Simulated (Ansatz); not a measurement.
Al2O3:

```
Al O
1.0
     4.61378    0.00000    0.00000
     0.00000    9.56328    0.00000
     0.00000    0.00000    3.11986
Al O
4 6
Direct
  0.98298 0.82457 0.00000
  0.01702 0.17543 0.00000
  0.48297 0.67543 0.50000
  0.51702 0.32457 0.50000
  0.50000 0.50000 0.50000
  0.12363 0.75305 0.50000
  0.37637 0.25305 0.00000
  0.62364 0.74695 0.00000
  0.00000 0.00000 0.00000
  0.87636 0.24695 0.50000
```

Measurements of this composition are mostly on another form, of space group No. 167.

Base run:

* Program: Ansatz 0.2.0
* Functional: r2SCAN
* Potentials or basis: Ansatz PAW
* Cutoff: 500 eV (not typed: the program's choice for these potentials)
* k mesh: 6 × 3 × 9
* Occupations: fermi-dirac, width 0.05 eV
* Spin: no spin polarisation

Its results: band gap on the k mesh 4.12 eV, direct; pressure -4.1 GPa; largest force 0.209 eV/Å.

**Question.** The run is repeated on the same cell with these changes: functional from r2SCAN to RPBE; cutoff from 500 eV (not typed: the program's choice for these potentials) to 420 eV (not typed: the program's choice for these potentials). What comes out?

**Answer.** Band gap on the k mesh 3.69 eV, direct; pressure 3.0 GPa; largest force 0.218 eV/Å.

r2SCAN gives the wider gap, since meta-GGAs in the generalised Kohn-Sham scheme recover part of the derivative discontinuity.

Caveats: the PAW data sets come from PBE, with cores solved anew for the run's functional, which leaves a small shift of forces and pressure.
